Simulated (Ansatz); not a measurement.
## Al₆Ru: ²⁷Al nuclear quadrupole resonance

Cell: a Materials Project structure (computed, not necessarily an observed phase).

Space group Cmcm (No. 63); a = 7.4595, b = 6.5203, c = 8.9130 Å.

```csv
site,Wyckoff,site symmetry,x,y,z
Al1,8e,2..,0.3190,0.0000,0.0000
Al5,8f,m..,0.5000,0.6428,0.0984
Al9,8g,..m,0.3191,0.2981,0.2500
Ru,4c,m2m,0.5000,0.9650,0.2500
```

One atom of each set is listed; the run and its k-mesh use a cell of 14 atoms with edges of 4.95, 4.95, 8.91 Å.

Level of theory: DFT, r2SCAN, plane waves and PAW, scalar-relativistic, 500 eV cutoff, Γ-centred 7×7×4 k-points, Fermi–Dirac smearing 0.05 eV (Ansatz 0.2.0).

²⁷Al: I = 5/2, Q = 146.6 mb (year-2017 value). Static lattice, zero field.

(1) At which frequencies do the ²⁷Al NQR lines lie?

## Answers

(1) For I = 5/2 and η = 0 the lines are 3|C_Q|/20 and twice that; η pulls their ratio below 2.

```
site  atoms  V_zz (10²¹ V/m²)  C_Q (MHz)     η  line frequencies (MHz)
 Al1      4              2.41       8.55  0.51              1.60, 2.45
 Al5      4             -2.74      -9.72  0.55              1.87, 2.77
 Al9      4             -3.82      -13.5  0.36              2.29, 3.96
```

At Al5 V_zz points along its one bond to Ru (within 2°).

The run finds no gap above 0.1 eV (a metal, or nearly one), so the gradients can move by 10 % or more with the k-mesh. Without spin–orbit coupling (the program notes it for Ru) the gradients can shift somewhat, as the gap is small. With these PAW files V_zz is typically within 2 to 3 % of all-electron values, but misses above 10 % occur on Al.
